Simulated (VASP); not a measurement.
# BN (F-43m) in VASP: single point with r2SCAN

Aim: the single point of BN with r2SCAN.

Everything below comes from runs of VASP 6.6.1. Logs are shortened: lines on timing, memory, paths and dates and some standing lists are left out, and cuts for length are marked.

**Measured values to compare with.**

From a printed reference work, monograph, for a bulk crystal of BN at 300 K: band gap 6.4 eV (indirect).

The results are compared with them further down.

## Step 1: The cell of the first run

Symmetry: F-43m, No. 216, cubic system. Conventional cell: a = 3.610 Å, b = 3.610 Å, c = 3.610 Å, α = 90.00°, β = 90.00°, γ = 90.00°. Within 2.1 Å of B (site symmetry -43m) lie 4 N at 1.56 Å. N (site symmetry -43m) has 4 B at 1.56 Å within 2.1 Å.

## Step 2: Single point, r2SCAN

Contents of POSCAR:

```
BN
1.0
    0.0000000000      1.8048245542      1.8048245542
    1.8048245542      0.0000000000      1.8048245542
    1.8048245542      1.8048245542      0.0000000000
B N
1 1
Direct
    0.0000000000      0.0000000000      0.0000000000
    0.2500000000      0.2500000000      0.2500000000
```

Contents of INCAR.step1:

```
SYSTEM = BN
ALGO = Normal ; EDIFF = 1E-5
ENCUT = 1460 ; GGA = PE
GGA_COMPAT = .FALSE. ; ISMEAR = 0
LASPH = .TRUE. ; LCHARG = .FALSE.
LREAL = .FALSE. ; LWAVE = .TRUE.
NBANDS = 11 ; NELM = 120
PREC = Accurate ; SIGMA = 0.01
```

Contents of INCAR.step2:

```
SYSTEM = BN
ALGO = Normal ; EDIFF = 1E-6
ENCUT = 1460 ; GGA_COMPAT = .FALSE.
ISIF = 2 ; ISMEAR = 0
ISTART = 1 ; LASPH = .TRUE.
LCHARG = .TRUE. ; LELF = .TRUE.
LMIXTAU = .TRUE. ; LREAL = .FALSE.
LVHAR = .TRUE. ; LWAVE = .FALSE.
METAGGA = R2SCAN ; NBANDS = 11
NELM = 120 ; PREC = Accurate
SIGMA = 0.01
```

Contents of KPOINTS:

```
k-points
0
G
  8 8 8
  0 0 0
```

Potentials or basis: VASP PAW PBE potentials, release 64 (B_h, N_h).

On the command line:

```console
$ cat potpaw_PBE.64/B_h/POTCAR potpaw_PBE.64/N_h/POTCAR > POTCAR
$ cp INCAR.step1 INCAR
$ mpirun -np 1 vasp_std > vasp.out
$ cp INCAR.step2 INCAR
$ mpirun -np 1 vasp_std > vasp.out
```

OUTCAR:

```text
SYSTEM = BN
   EDIFF = 1E-6
   ENCUT = 1460
   ISIF = 2
   ISMEAR = 0
   ISTART = 1
   LASPH = .TRUE.
   LREAL = .FALSE.
   METAGGA = R2SCAN
   NELM = 120
   PREC = Accurate

 ion  position               nearest neighbor table
   1  0.000  0.000  0.000-
   2  0.250  0.250  0.250-

  LATTYP: Found a face centered cubic cell.
 ALAT       =     3.6096491084

  Lattice vectors:

 A1 = (   0.0000000000,   1.8048245542,   1.8048245542)
 A2 = (   1.8048245542,   0.0000000000,   1.8048245542)
 A3 = (   1.8048245542,   1.8048245542,   0.0000000000)

Analysis of symmetry for initial positions (statically):
=====================================================================
 Subroutine PRICEL returns:
 Original cell was already a primitive cell.

 Routine SETGRP: Setting up the symmetry group for a
 face centered cubic supercell.

 Subroutine GETGRP returns: Found 24 space group operations
 (whereof 24 operations were pure point group operations)
 out of a pool of 48 trial point group operations.

The static configuration has the point symmetry T_d .

Analysis of symmetry for dynamics (positions and initial velocities):
=====================================================================
 Subroutine PRICEL returns:
 Original cell was already a primitive cell.

 Routine SETGRP: Setting up the symmetry group for a
 face centered cubic supercell.

 Subroutine GETGRP returns: Found 24 space group operations
 (whereof 24 operations were pure point group operations)
 out of a pool of 48 trial point group operations.

The dynamic configuration has the point symmetry T_d .

 Subroutine INISYM returns: Found 24 space group operations
 (whereof 24 operations are pure point group operations),
 and found     1 'primitive' translations

----------------------------------------------------------------------------------------

                                     Primitive cell

  volume of cell :      11.7580

  direct lattice vectors                    reciprocal lattice vectors
     0.000000000  1.804824554  1.804824554    -0.277035238  0.277035238  0.277035238
     1.804824554  0.000000000  1.804824554     0.277035238 -0.277035238  0.277035238
     1.804824554  1.804824554  0.000000000     0.277035238  0.277035238 -0.277035238

  length of vectors
     2.552407362  2.552407362  2.552407362     0.479839108  0.479839108  0.479839108

  position of ions in fractional coordinates (direct lattice)
     0.000000000  0.000000000  0.000000000
     0.250000000  0.250000000  0.250000000

  ion indices of the primitive-cell ions
   primitive index   ion index
                 1           1
                 2           2

----------------------------------------------------------------------------------------

 KPOINTS: k-points

Automatic generation of k-mesh.
 Grid dimensions read from file:
 generate k-points for:    8    8    8

 Generating k-lattice:

  Cartesian coordinates                     Fractional coordinates (reciprocal lattice)
    -0.034629405  0.034629405  0.034629405     0.125000000  0.000000000  0.000000000
     0.034629405 -0.034629405  0.034629405     0.000000000  0.125000000  0.000000000
     0.034629405  0.034629405 -0.034629405     0.000000000  0.000000000  0.125000000

  Length of vectors
     0.059979888  0.059979888  0.059979888

  Shift w.r.t. Gamma in fractional coordinates (k-lattice)
     0.000000000  0.000000000  0.000000000

 Subroutine IBZKPT returns following result:
 ===========================================

 Found     29 irreducible k-points:

 Following reciprocal coordinates:
            Coordinates               Weight
  0.000000  0.000000  0.000000      1.000000
  0.125000  0.000000  0.000000      8.000000
  0.250000  0.000000  0.000000      8.000000
  0.375000  0.000000  0.000000      8.000000
  0.500000  0.000000  0.000000      4.000000
  0.125000  0.125000  0.000000      6.000000
[... 16 lines left out ...]
  0.500000  0.250000  0.125000     48.000000
 -0.375000  0.250000  0.125000     24.000000
 [... further k-points ...]
   k-points           NKPTS =     29   k-points in BZ     NKDIM =     29   number of bands    NBANDS=     11
   number of dos      NEDOS =    301   number of ions     NIONS =      2
   total plane-waves  NPLWV =  32768
   dimension x,y,z NGX =    32 NGY =   32 NGZ =   32
   dimension x,y,z NGXF=    64 NGYF=   64 NGZF=   64
   ions per type =               1   1
   NGX,Y,Z   is equivalent  to a cutoff of  20.84, 20.84, 20.84 a.u.
   NGXF,Y,Z  is equivalent  to a cutoff of  41.69, 41.69, 41.69 a.u.
 SYSTEM =  BN
   PREC   = accura    normal or accurate (medium, high low for compatibility)
   ISTART =      1    job   : 0-new  1-cont  2-samecut
   ICHARG =      0    charge: 1-file 2-atom 10-const
   ISPIN  =      1    spin polarized calculation?
   LNONCOLLINEAR =      F non collinear calculations
   LSORBIT =      F    spin-orbit coupling
   LASPH  =      T    aspherical Exc in radial PAW
   ENCUT  = 1460.0 eV 107.31 Ry   10.36 a.u.   7.95  7.95  7.95*2*pi/ulx,y,z
   NELM   =    120;   NELMIN=  2; NELMDL=  0     # of ELM steps
   EDIFF  = 0.1E-05   stopping-criterion for ELM
   LREAL  =      F    real-space projection
   EDIFFG = 0.1E-04   stopping-criterion for IOM
   NSW    =      0    number of steps for IOM
   IBRION =     -1    ionic relax: 0-MD 1-quasi-New 2-CG
   NFREE  =      0    steps in history (QN), initial steepest desc. (CG)
   ISIF   =      2    stress and relaxation
   ISYM   =      2    0-nonsym 1-usesym 2-fastsym
   POTIM  = 0.5000    time-step for ionic-motion
   TEBEG  =    0.0;   TEEND  =   0.0 temperature during run
   PSTRESS=    0.0 pullay stress
   NELECT =       8.0000    total number of electrons
   NUPDOWN=      -1.0000    fix difference up-down
   EMIN   =  10.00;   EMAX   =-10.00  energy-range for DOS
   EFERMI =   0.00;   METHOD = LEGACY
   ISMEAR =     0;   SIGMA  =   0.01  broadening in eV -4-tet -1-fermi 0-gaus
   EFERMI_NEDOS =   21; number of points for ismear=-14 and -15
   IALGO  =     38    algorithm
   IMIX   =      4    mixing-type and parameters
     AMIX     =   0.40;   BMIX     =  1.00
     AMIX_MAG =   1.60;   BMIX_MAG =  1.00
  volume/ion in A,a.u.               =       5.88        39.67
  Fermi-wavevector in a.u.,A,eV,Ry     =   1.439881  2.720980 28.208365  2.073256
  Thomas-Fermi vector in A             =   2.558687
   LORBIT       =      0    0 simple, 1 ext, 2 COOP (PROOUT), +10 PAW based schemes
   METAGGA = R2SCAN    functional components
   LHFCALC =     F    Hartree Fock is set to
   AEXX    =    0.0000 exact exchange contribution
   IVDW    =     0    specifies the selected vdW correction
   LEPSILON=     F    determine dielectric tensor
   LRPA    =     F    only Hartree local field effects (RPA)
 non-spin polarized calculation
 Gauss-broadening in eV      SIGMA  =   0.01
  energy-cutoff  :     1460.00
  volume of cell :       11.76
 maximum number of plane-waves:      1524
   NGX = 15   NGY = 15   NGZ = 15

 number of electron       8.0000000 magnetization

 Free energy of the ion-electron system (eV)
  ---------------------------------------------------
  ext. energy  EPLUGINS =         0.00000000
  ---------------------------------------------------
  free energy    TOTEN  =       -19.20374124 eV

  energy without entropy =      -19.20374124  energy(sigma->0) =      -19.20374124

 E-fermi :   9.0744     XC(G=0): -13.7800

 val. band max:        8.9855423928   @ k =   0.0000   0.0000   0.0000
 cond. band min:      13.9834070325   @ k =   0.5000   0.5000   0.0000
 fundamental gap:      4.9978646397
 Fermi energy:         9.0744483096

 k-point     1 :       0.0000    0.0000    0.0000
  band No.  band energies     occupation
      1     -12.3488      2.00000
      2       8.9855      2.00000
      3       8.9855      2.00000
      4       8.9855      2.00000
      5      18.5571      0.00000
      6      18.5571      0.00000
      7      18.5571      0.00000
      8      20.1252      0.00000
      9      35.2146      0.00000
     10      37.7429      0.00000
     11      37.7429      0.00000

 k-point     2 :       0.1250    0.0000    0.0000
  band No.  band energies     occupation
      1     -11.9554      2.00000
      2       7.0243      2.00000
      3       8.5925      2.00000
      4       8.5925      2.00000
      5      18.9437      0.00000
      6      19.1581      0.00000
      7      19.1581      0.00000
      8      21.3739      0.00000
      9      34.7103      0.00000
     10      34.7103      0.00000
     11      34.7530      0.00000

 k-point     3 :       0.2500    0.0000    0.0000
  band No.  band energies     occupation
      1     -10.8165      2.00000
      2       3.2559      2.00000
      3       7.8154      2.00000
      4       7.8154      2.00000
      5      19.3784      0.00000
      6      20.1517      0.00000
      7      20.1517      0.00000
      8      23.5886      0.00000
      9      33.6534      0.00000
     10      33.6534      0.00000
     11      33.8547      0.00000

 k-point     4 :       0.3750    0.0000    0.0000
  band No.  band energies     occupation
      1      -9.1499      2.00000
      2      -0.3317      2.00000
      3       7.1931      2.00000
      4       7.1931      2.00000
      5      19.7091      0.00000
      6      20.5091      0.00000
      7      20.5091      0.00000
      8      25.0086      0.00000
      9      33.6775      0.00000
     10      35.3675      0.00000
     11      35.3675      0.00000
[... 239 lines left out ...]
 k-point    22 :       0.3750    0.2500    0.1250
  band No.  band energies     occupation
      1      -9.8473      2.00000
      2       3.0037      2.00000
      3       4.8851      2.00000
      4       6.8806      2.00000
      5      18.2920      0.00000
      6      21.7477      0.00000
      7      22.4665      0.00000
      8      23.3185      0.00000
      9      29.6578      0.00000
     10      36.1021      0.00000
     11      37.8477      0.00000

 k-point    23 :       0.5000    0.2500    0.1250
  band No.  band energies     occupation
      1      -8.2955      2.00000
      2       0.3990      2.00000
      3       4.0211      2.00000
      4       5.9221      2.00000
      5      19.1325      0.00000
      6      21.2075      0.00000
      7      23.6829      0.00000
      8      24.7191      0.00000
      9      30.3951      0.00000
     10      35.6210      0.00000
     11      38.0771      0.00000

 k-point    24 :      -0.3750    0.2500    0.1250
  band No.  band energies     occupation
      1      -7.3085      2.00000
      2      -1.0968      2.00000
      3       3.9361      2.00000
      4       5.4042      2.00000
      5      19.3342      0.00000
      6      20.9836      0.00000
      7      24.3993      0.00000
      8      25.9512      0.00000
      9      29.6840      0.00000
     10      36.3585      0.00000
     11      38.0294      0.00000

 [... further k-points ...]

------------------------ aborting loop because EDIFF is reached ----------------------------------------

  FORCE on cell =-STRESS in cart. coord.  units (eV):
  Direction    XX          YY          ZZ          XY          YZ          ZX
  --------------------------------------------------------------------------------------
  -------------------------------------------------------------------------------------
  Total       -0.0318536     -0.0318536     -0.0318536      0.0000000      0.0000000      0.0000000
  in kB       -4.3404390     -4.3404390     -4.3404390      0.0000000      0.0000000      0.0000000
  external PRESSURE =      -4.3404390 kB  Pullay stress =       0.0000000 kB

 VOLUME and BASIS-vectors are now :
 -----------------------------------------------------------------------------
  energy-cutoff  :     1460.00
  volume of cell :       11.76
      direct lattice vectors                 reciprocal lattice vectors
     0.000000000  1.804824554  1.804824554    -0.277035238  0.277035238  0.277035238
     1.804824554  0.000000000  1.804824554     0.277035238 -0.277035238  0.277035238
     1.804824554  1.804824554  0.000000000     0.277035238  0.277035238 -0.277035238

 POSITION                                       TOTAL-FORCE (eV/Angst)
 -----------------------------------------------------------------------------------
      0.00000      0.00000      0.00000         0.000000      0.000000     -0.000000
      0.90241      0.90241      0.90241        -0.000000     -0.000000      0.000000
 -----------------------------------------------------------------------------------
    total drift:                               -0.000000     -0.000000     -0.000000

  FREE ENERGIE OF THE ION-ELECTRON SYSTEM (eV)
  ---------------------------------------------------
  free  energy   TOTEN  =       -19.2037412368 eV

  energy  without entropy=      -19.2037412368  energy(sigma->0) =      -19.20374124
```

Wall time 21 s (1 thread of Intel Xeon 6975P-C (Granite Rapids), shared host); peak memory 0.17 GiB.

What came out:

```
Free energy            : -19.2037 eV
Pressure               : -0.4 GPa
Band gap on the k mesh : 5.00 eV (least direct gap 9.57 eV)
```

Levels at points of the mesh, in eV from the valence-band top:
```
           k point  band 2  band 3  band 4  band 5  band 6  band 7
(0.00, 0.00, 0.00)    0.00    0.00    0.00    9.57    9.57    9.57
(0.50, 0.00, 0.00)  -11.11   -2.02   -2.02   10.85   11.51   11.51
(0.50, 0.50, 0.00)   -9.34   -5.11   -5.11    5.00    9.84   19.36
```

Caveat: the PAW data sets were made with another functional, which shifts forces and pressure a little.

## Step 3: How close it comes

Step 2. Against the measured gap of BN, 6.4 eV (indirect; 300 K; a printed reference work, monograph), the calculated 5.00 eV is off by -1.40 eV. The value is that of r2SCAN on a finite k mesh, which can miss the band edges, without temperature or zero-point motion.
